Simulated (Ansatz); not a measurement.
Crystal: CuO.

```
Cu O
1.0
     4.16094    0.00000    0.00000
     0.00000    4.16094    0.00000
     0.00000    0.00000    3.88764
Cu O
3 3
Direct
  0.50000 0.00000 0.50000
  0.00000 0.50000 0.50000
  0.00000 0.00000 0.00000
  0.00000 0.00000 0.50000
  0.50000 0.00000 0.00000
  0.00000 0.50000 0.00000
```

Measurements of this composition are mostly on another form, of space group No. 15.

```yaml
Program: Ansatz 0.2.0
Task: relaxation of cell and atoms
Functional: LDA
Potentials_or_basis: Ansatz PAW
Cutoff: "420 eV (not typed: the program's choice for these potentials)"
k_mesh: 7 × 7 × 7
Occupations: fermi-dirac, width 0.05 eV
Spin: no spin polarisation
```

At the start: volume 11.22 Å³/atom.

**Question.** Where does the relaxation end?

**Answer.** It ends after 8 steps and the volume is 10.37 Å³/atom (-7.6 %); space group P4/mmm (No. 123, to 0.05 Å).

The path:
```tsv
step	energy change (eV)	largest force (eV/Å)	volume (Å³)
1	0.0000	0.0000	67.31
2	-0.1459	0.0000	64.89
3	-0.2082	0.0000	62.15
4	-0.2074	0.0000	62.45
5	-0.2074	0.0000	62.45
6	-0.1882	0.0000	62.45
7	-0.1898	0.0000	62.22
8	-0.1885	0.0000	62.22
```

Final structure:
```yaml
crystal:
  lattice:
    - [4.04269, 0.00000, 0.00000]
    - [0.00000, 4.04269, 0.00000]
    - [0.00000, 0.00000, 3.80717]
  atoms:
    - { symbol: Cu, position: [0.50000, 0.00000, 0.50000] }
    - { symbol: Cu, position: [0.00000, 0.50000, 0.50000] }
    - { symbol: Cu, position: [0.00000, 0.00000, 0.00000] }
    - { symbol: O, position: [0.00000, 0.00000, 0.50000] }
    - { symbol: O, position: [0.50000, 0.00000, 0.00000] }
    - { symbol: O, position: [0.00000, 0.50000, 0.00000] }
```

Caveat: the plane-wave basis is chosen anew once the cell has moved, so the energies of steps on either side of that aren't comparable; the pressure holds a Pulay correction of +0.9 GPa for the finite cutoff; an odd number of electrons without spin polarisation forces a metal; a magnetic or distorted state may lie lower; the run has no spin polarisation, though such a crystal can be magnetic; the PAW data sets come from PBE, with cores solved anew for the run's functional, which leaves a small shift of forces and pressure.
